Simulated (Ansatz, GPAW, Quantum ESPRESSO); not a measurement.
## Zr: 4 runs at one level of theory

```
Zr
1.0
     3.23200    0.00000    0.00000
    -1.61600    2.79899    0.00000
     0.00000    0.00000    5.14700
Zr
2
Direct
  0.66667 0.33333 0.75000
  0.33333 0.66667 0.25000
```

Alike in all runs: task band structure; functional PBEsol; k mesh 9 × 9 × 5; occupations fermi-dirac, width 0.05 eV; no spin polarisation; no spin-orbit coupling. Pressure is positive in compression and, in plane waves, holds the error of the finite cutoff, which Ansatz's Pulay term estimates and takes out.

```tsv
program and potentials	plane-wave cutoff (eV)	notes	pressure (GPa)
Quantum ESPRESSO, PseudoDojo 0.4.1 SR PBEsol standard	898	-	-3.19
Ansatz, all-electron LAPW, scalar-relativistic	-	-	-3.26
Ansatz, PAW datasets made for the crystal	240	-	-3.26
GPAW, PAW data sets generated for this functional	600	-	-3.57
```

The pressure spans -3.57 (GPAW, PAW data sets generated for this functional) to -3.19 GPa (Quantum ESPRESSO, PseudoDojo 0.4.1 SR PBEsol standard), with all-electron results at -3.26.

The functional is the same throughout but for its coding, so the spread measures potentials, basis and numerics; runs on potential files found faulty are left out.

All four runs give a negative pressure, so hexagonal close-packed zirconium is under tension in this cell and would contract if relaxed with PBEsol. As the cell is close to the measured room-temperature one, the functional binds the metal somewhat too tightly. This is its familiar tendency in early 4d metals: its weaker gradient correction penalises dense, slowly varying electron distributions less than PBE does, and so favours shorter bonds. Cohesion here comes largely from a partly filled d band whose bonding states are occupied first, and these pull the atoms inward against the repulsion of the sp electrons and the semicore shell. Thermal expansion, absent from a static calculation, probably accounts for a small part of the tension.

The crystal-specific PAW datasets reproduce the all-electron value of -3.26 GPa, while the other two runs fall on either side of it, perhaps through their treatment of the core region. These departures are much smaller than the tension itself. A single pressure does not show how the contraction would divide between the basal plane and the c axis.
